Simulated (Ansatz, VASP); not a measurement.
Two plane-wave programs on ZnS

```
Zn S
1.0
     0.00000    2.71364    2.71364
     2.71364    0.00000    2.71364
     2.71364    2.71364    0.00000
Zn S
1 1
Direct
  0.00000 0.00000 0.00000
  0.75000 0.75000 0.75000
```

Change from the starting cell: volume scaled by 1.01, PAW files.

Alike in both runs: task electric field gradients; functional PBEsol; k mesh 8 × 8 × 8; occupations fermi-dirac, width 0.01 eV; no spin polarisation.

|  | VASP | Ansatz |
| --- | --- | --- |
| version | VASP 6.6.1 | Ansatz 0.2.0 |
| potentials or method | VASP PAW PBE potentials, release 64 (Zn, S) | PAW with Ansatz's default frozen-core files, scalar-relativistic |
| plane-wave cutoff (eV) | 520 | 420 |
| valence electrons in the cell | 18 | 18 |

VASP gave:

| Item | Value |
| --- | --- |
| gap on the k mesh at the Fermi level (eV) | 1.92 |
| pressure (GPa) | -2.7 |
| Vzz of the field gradient on the site that differs most (V/Å²) | 0.0 |

Which values does Ansatz return?

gap on the k mesh at the Fermi level (eV): 1.92; pressure (GPa): -2.8; Vzz of the field gradient on the site that differs most (V/Å²): 0.0.

Caveats: the PAW data sets were made with another functional, which shifts forces and pressure a little (VASP).
